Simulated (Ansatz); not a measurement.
**Property card for TaN**

Computed with DFT PBEsol, scalar-relativistic, plane waves, PAW in Ansatz.

Plane waves to 420 eV, a k mesh through Γ of 16×16×16 on the computed 2-atom cell and Gaussian smearing (0.10 eV); no spin polarisation.

The structure is relaxed at this level of theory with its symmetry kept. This rock-salt form isn't the usual stable structure of the compound.

The structure is cubic, space group Fm-3m (No. 225). Conventional cell: a = 4.376 Å, b = 4.376 Å, c = 4.376 Å, α = 90.00°, β = 90.00°, γ = 90.00°. Ta (site symmetry m-3m) is surrounded by 6 N at 2.19 Å. N (site symmetry m-3m) has 6 Ta at 2.19 Å as nearest neighbours.

* Volume per atom: 10.47 Å³
* Formation energy from the elements' standard states (uncorrected): -1.043 eV/atom
* Kohn–Sham band gap: none (metal)
* Density of states at the Fermi level: 0.75 states/eV per cell
* Löwdin character within 0.5 eV of the Fermi level: Ta 5d 79 %, N 2p 16 %
* Bulk modulus: 357 GPa
* Its pressure derivative: 4.4
* Bader charges (e): Ta (1 in the cell) 1.84, N (1 in the cell) -1.84

Spin-orbit coupling is left out, which matters for the bands of heavy elements.